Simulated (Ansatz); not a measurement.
**Al: one candidate structure**

Where does Al go from the start given, C type (Fmmm, No. 69)?

Method: DFT PBE, scalar-relativistic, plane waves, PAW, in Ansatz 0.2.0.

6 further runs of the same task are left out: 6 set aside as unsound or not needed.

## (1) The system as given

Symmetry: Fmmm, No. 69, orthorhombic system. The conventional cell has a = 3.108 Å, b = 5.383 Å, c = 8.474 Å, α = 90.00°, β = 90.00°, γ = 90.00°. Al (site symmetry m2m) is surrounded by 3 Al at 1.79 Å.

Coordinates:

```
Al
1.0
     0.00000    2.69167    4.23682
     1.55401    0.00000    4.23682
     1.55401    2.69167    0.00000
Al
2
Direct
  0.16667 0.83333 0.16667
  0.83333 0.16667 0.83333
```

(A quick probe on a coarse mesh, which set the mesh and smearing, is not shown.)

## (3) Rough relaxation on the coarse mesh

input.yaml reads:

```yaml
crystal:
  lattice:
    - [0.0, 2.6916714458, 4.2368199344]
    - [1.5540068338, 0.0, 4.2368199344]
    - [1.5540068338, 2.6916714458, 0.0]
  atoms:
    - { symbol: Al, position: [0.16667, 0.83333, 0.16667] }
    - { symbol: Al, position: [0.83333, 0.16667, 0.83333] }
basis:
  ecutwfc: 420
kpoints:
  mp_grid: { grid: [6, 6, 6] }
hamiltonian:
  xc: pbe
scf:
  occupations: { method: gaussian, width: 0.1 }
  lower_state_search: "off"
output:
  forces: true
  stress: true
  eigenvalues: true
relax:
  adjacent_minimum: "off"
  f_tol: 0.04
  max_steps: 70
  cell: { stress_tol: 0.4 }
```

The session goes on with these runs: relaxing cell and atoms.

Before running it: what results should come out?

**Answer**, as computed:

```
           quantity                                                                      value
cell (conventional)  a = 2.826 Å, b = 2.826 Å, c = 9.351 Å, α = 90.00°, β = 90.00°, γ = 90.00°
        space group                                                           I4/mmm (No. 139)
             volume                                                              18.67 Å³/atom
    gap on the mesh                                                               none (metal)
```

The structure ended in another space group than at the start: Fmmm to I4/mmm.
